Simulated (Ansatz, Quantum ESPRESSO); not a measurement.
**KCl (Pm-3m): from Born charge to LO-TO splitting**

Aim: work out the LO frequency and the static dielectric constant of KCl (Pm-3m) from one linear-response run, then check them.

Main program and level: Quantum ESPRESSO 8.0 development, patched; DFT LDA, scalar-relativistic, plane waves, PseudoDojo norm-conserving pseudopotentials.

## Step 1: The relaxed structure

The structure is cubic, space group Pm-3m (No. 221). The conventional cell has a = 3.635 Å, b = 3.635 Å, c = 3.635 Å, α = 90.00°, β = 90.00°, γ = 90.00°. Nearest to K lie 8 Cl at 3.15 Å. Nearest to Cl lie 8 K at 3.15 Å. Farther neighbours and most contacts between anions are not listed.

Structure file:

```cif
data_structure
_symmetry_space_group_name_H-M 'Pm-3m'
_symmetry_Int_Tables_number 221
_cell_length_a 3.6354
_cell_length_b 3.6354
_cell_length_c 3.6354
_cell_angle_alpha 90.000
_cell_angle_beta 90.000
_cell_angle_gamma 90.000
_cell_volume 48.05
loop_
_atom_site_label
_atom_site_type_symbol
_atom_site_symmetry_multiplicity
_atom_site_Wyckoff_symbol
_atom_site_fract_x
_atom_site_fract_y
_atom_site_fract_z
_atom_site_occupancy
K1 K 1 a 0.00000 0.00000 0.00000 1
Cl1 Cl 1 b 0.50000 0.50000 0.50000 1
```

This is the cell after its relaxation at this level of theory, not the database cell from which that began.

## Step 2: What the response run gave

A linear-response run on the relaxed cell, with the response to an electric field; only its zone-centre results are used. Cutoff 72 Ry, k mesh 6×6×6.

Output:

```text
[banners, grids, parts of the stress and lines that vanish by symmetry left out]
Program PHONON v.8.0dev
     Dynamical matrices for q-points given in input
     (   1q-points):
[...]
Exchange-correlation= PW
                           (   1   4   0   0   0   0   0)
[...]
kinetic-energy cut-off    =      72.0000  Ry
     charge density cut-off    =     288.0000  Ry
     convergence threshold     =      1.0E-18
[...]
Exchange-correlation= PW
                           (   1   4   0   0   0   0   0)
[...]
q = (   0.0000000   0.0000000   0.0000000 )
     49 Sym.Ops. (with q -> -q+G )
     G cutoff =  344.3022  (  26865 G-vectors)     FFT grid: ( 40, 40, 40)
     number of k points=    20
[...]
Mode symmetry, O_h (m-3m)  point group:
[...]
Dielectric constant
[...]
End of electric fields calculation
          Dielectric constant in cartesian axis
          (       2.832954848       0.000000000       0.000000000 )
          (       0.000000000       2.832954848       0.000000000 )
          (       0.000000000       0.000000000       2.832954848 )
          Effective charges (d Force / dE) in cartesian axis without acoustic sum rule applied (asr)
           atom    1  K     Mean Z*:        1.18528
      Ex  (        1.18528        0.00000        0.00000 )
      Ey  (        0.00000        1.18528        0.00000 )
      Ez  (        0.00000        0.00000        1.18528 )
           atom    2  Cl    Mean Z*:       -1.18783
      Ex  (       -1.18783        0.00000        0.00000 )
      Ey  (        0.00000       -1.18783        0.00000 )
      Ez  (        0.00000        0.00000       -1.18783 )
          Effective charges Sum: Mean:       -0.00255
[...]
Effective charges (d Force / dE) in cartesian axis with asr applied:
           atom    1  K     Mean Z*:        1.18656
[...]
atom    2  Cl    Mean Z*:       -1.18656
[...]
Dielectric constant from finite-differences
          (       2.832942168       0.000000000       0.000000000 )
          (       0.000000000       2.832942168       0.000000000 )
          (       0.000000000       0.000000000       2.832942168 )
[...]
(       0.000000000       0.000000000       0.000000000 )
          (       0.000000000       0.000000000       0.000000000 )
          (       0.000000000       0.000000000       0.000000000 )
          (       0.000000000       0.000000000       0.000000000 )
          (       0.000000000       0.000000000       0.000000000 )
          (      -0.000000000       0.000000000       0.000000000 )
          (       0.000000000       0.000000000       0.000000000 )
          (       0.000000000       0.000000000       0.000000000 )
[...]
(       0.000000000       0.000000000       0.000000000 )
          (       0.000000000       0.000000000       0.000000000 )
          (       0.000000000       0.000000000       0.000000000 )
          (       0.000000000       0.000000000       0.000000000 )
          (       0.000000000       0.000000000       0.000000000 )
[...]
Representation #   1 modes #   1   2   3
[...]
End of self-consistent calculation
     Convergence has been achieved
     Representation #   2 modes #   4   5   6
[...]
End of self-consistent calculation
     Convergence has been achieved
[...]
Dielectric constant in cartesian axis
          (       2.832954848       0.000000000       0.000000000 )
          (       0.000000000       2.832954848       0.000000000 )
          (       0.000000000       0.000000000       2.832954848 )
          Effective charges (d Force / dE) in cartesian axis without acoustic sum rule applied (asr)
           atom    1  K     Mean Z*:        1.18528
      Ex  (        1.18528        0.00000        0.00000 )
      Ey  (        0.00000        1.18528        0.00000 )
      Ez  (        0.00000        0.00000        1.18528 )
           atom    2  Cl    Mean Z*:       -1.18783
      Ex  (       -1.18783        0.00000        0.00000 )
      Ey  (        0.00000       -1.18783        0.00000 )
      Ez  (        0.00000        0.00000       -1.18783 )
          Effective charges Sum: Mean:       -0.00255
[...]
Effective charges (d Force / dE) in cartesian axis with asr applied:
           atom    1  K     Mean Z*:        1.18656
[...]
atom    2  Cl    Mean Z*:       -1.18656
[...]
q = (    0.000000000   0.000000000   0.000000000 )
[...]
freq (    1) =      -0.031090 [THz] =      -1.037040 [cm-1]
     freq (    2) =      -0.031090 [THz] =      -1.037040 [cm-1]
     freq (    3) =      -0.031090 [THz] =      -1.037040 [cm-1]
     freq (    4) =       4.084711 [THz] =     136.251284 [cm-1]
     freq (    5) =       4.084711 [THz] =     136.251284 [cm-1]
     freq (    6) =       4.084711 [THz] =     136.251284 [cm-1]
[...]
Mode symmetry, O_h (m-3m)  point group:
     freq (   1-   3) =         -1.0  [cm-1]   --> T_1u G_15  G_4- I
     freq (   4-   6) =        136.3  [cm-1]   --> T_1u G_15  G_4- I

   JOB DONE.
```

| quantity | value |
| --- | --- |
| cell volume Ω (Å³) | 48.047 |
| mass of K (u) | 39.098 |
| mass of Cl (u) | 35.450 |
| Born charge of K, raw (e) | 1.185 |
| Born charge of Cl, raw (e) | -1.188 |
| ε∞ | 2.833 |
| ω(TO) after the sum rule (cm⁻¹) | 136.3 |

## Step 3: The calculation

The charges must sum to zero over the cell; taking off their mean, -0.001 e, leaves Z* = 1.187 e on K. In the polar mode K moves against Cl, so the reduced mass is μ = 39.10 × 35.45 / 74.55 = 18.592 u.

A longitudinal wave builds up a field that adds to the restoring force: ω(LO)² = ω(TO)² + 4π Z*² / (μ Ω ε∞), in Hartree atomic units. With μ = 33892 electron masses and Ω = 324.24 bohr³ the second term is 5.6830e-07 Ha², or 27375 cm⁻² (1 Ha = 219474.6 cm⁻¹).

So ω(LO) = √(18567 + 27375) = 214.3 cm⁻¹, and by the Lyddane-Sachs-Teller relation ε₀ = ε∞ (ω(LO)/ω(TO))² = 7.01.

## Step 4: Check against the program

The analysis program adds the same non-analytic term to the full matrix, here for q along (1 0 0).

Output:

```text
[banner, memory and clock lines left out]
Program DYNMAT v.8.0dev

     Reading Dynamical Matrix from file g.dyn
     ...Force constants read
     ...epsilon and Z* read
     ...Raman cross sections read

     Polarizability (A^3 units)
     multiply by 0.620738 for Clausius-Mossotti correction (not under assume_isolated = 'mt')
         7.008191    0.000000    0.000000
         0.000000    7.008191    0.000000
         0.000000    0.000000    7.008191

     IR activities are in (D/A)^2/amu units

# mode   [cm-1]    [THz]      IR
    1     -0.00   -0.0000    0.0000
    2     -0.00   -0.0000    0.0000
    3      0.00    0.0000    0.0000
    4    136.26    4.0848    1.7471
    5    136.26    4.0848    1.7471
    6    214.34    6.4257    1.7471
```

ε₀ comes from the program's run without a direction of q.

| quantity | by hand | program |
| --- | --- | --- |
| ω(LO) (cm⁻¹) | 214.3 | 214.3 |
| ε₀ | 7.01 | 7.01 |

## Step 5: Summary of results

```
TO mode                    : 136.3 cm⁻¹
LO mode                    : 214.3 cm⁻¹
static dielectric constant : 7.010
```

What this shows: The LO mode of KCl (Pm-3m) lies at 214 cm⁻¹, 78 cm⁻¹ above the TO mode; the formula meets the program within 0.1 cm⁻¹, as it must for a cubic crystal with one polar mode. ω(LO)² − ω(TO)² goes with Z*²/ε∞: an error of 5 % in ε∞ would move the LO mode by 3.1 cm⁻¹, and semilocal functionals tend to overestimate ε∞. These are harmonic values at zero temperature, at the volume of this functional, for the structure held cubic; stability elsewhere in the zone is no part of this calculation.

[Host names and launcher messages were left out of these logs when they were recorded.]

[Logs are printed without paths, hosts, clocks, repeated set-up lines and the standing remarks that a program may print on its own settings, such as how far it seeks lower states.]

[Hosts, paths, dates, database ids (printed as entryN), source tags and the programs' standing remarks are cut or masked in the printed files.]
